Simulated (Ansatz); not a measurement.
A vibration from a frozen displacement in NaH

The calculation used Ansatz, DFT LDA, scalar-relativistic, plane waves, PAW. Cutoff 420 eV, Γ-centred 8×8×8 k-points, Gaussian smearing of 0.05 eV. No spin polarisation. Energies are free energies at this smearing, counted from the undisturbed cell; pressure is positive in compression.

Reference structure (as given, not relaxed at this level; it stands at -2.6 GPa):

```
Na H
1.0
     0.00000    2.44000    2.44000
     2.44000    0.00000    2.44000
     2.44000    2.44000    0.00000
Na H
1 1
Direct
  0.00000 0.00000 0.00000
  0.50000 0.50000 0.50000
```

Every Na atom is moved by x along the Cartesian unit vector (0.000, 1.000, 0.000); the cell and all other atoms stay fixed. The cell's volume is 29.05 Å³; the moved atoms weigh 22.990 u together and the others 1.008 u. Some rows repeat others by symmetry and weren't run.

| x (Å) | ΔE (meV/cell) | total force on the moved atoms along the move (eV/Å) | pressure (GPa) |
| --- | --- | --- | --- |
| -0.3000 | 37.25 | 0.2921 | -1.8885 |
| -0.2625 | 27.35 | 0.2374 | -2.0661 |
| -0.2250 | 19.35 | 0.1901 | -2.2160 |
| -0.1875 | 13.01 | 0.1491 | -2.3399 |
| -0.1500 | 8.10 | 0.1133 | -2.4392 |
| -0.1125 | 4.46 | 0.0815 | -2.5152 |
| -0.0750 | 1.95 | 0.0527 | -2.5688 |
| -0.0375 | 0.48 | 0.0259 | -2.6007 |
| 0.0000 | 0.00 | 0.0000 | -2.6113 |
| 0.0375 | 0.48 | -0.0259 | -2.6007 |
| 0.0750 | 1.95 | -0.0527 | -2.5688 |
| 0.1125 | 4.46 | -0.0815 | -2.5152 |
| 0.1500 | 8.10 | -0.1133 | -2.4392 |
| 0.1875 | 13.01 | -0.1491 | -2.3399 |
| 0.2250 | 19.35 | -0.1901 | -2.2160 |
| 0.2625 | 27.35 | -0.2374 | -2.0661 |
| 0.3000 | 37.25 | -0.2921 | -1.8885 |

What frequency belongs to this motion?

The force constant is k = −dF/dx = 0.691 eV/Å², from the parabola through x = -0.0375, 0 and 0.0375. In every cell the moved atoms swing against the rest, so the mass is μ = m₁m₂/(m₁ + m₂) = 0.966 u, and ν̃ = 521.5 cm⁻¹ × √(|k|/μ) = 441 cm⁻¹, at this cell's pressure of -2.6 GPa. To first order in x, and within 1 %, the force on every atom lies along the move and, within each of the two groups, in proportion to the atom's mass, so this is itself a mode at the zone centre of this cell, taken without macroscopic field (the transverse frequency in a polar insulator).

How far does the harmonic law reach?

At x = -0.300 Å, kx²/2 = 31.08 meV against the computed 37.25 meV (+19.8 %): the well stiffens in this direction at large amplitude.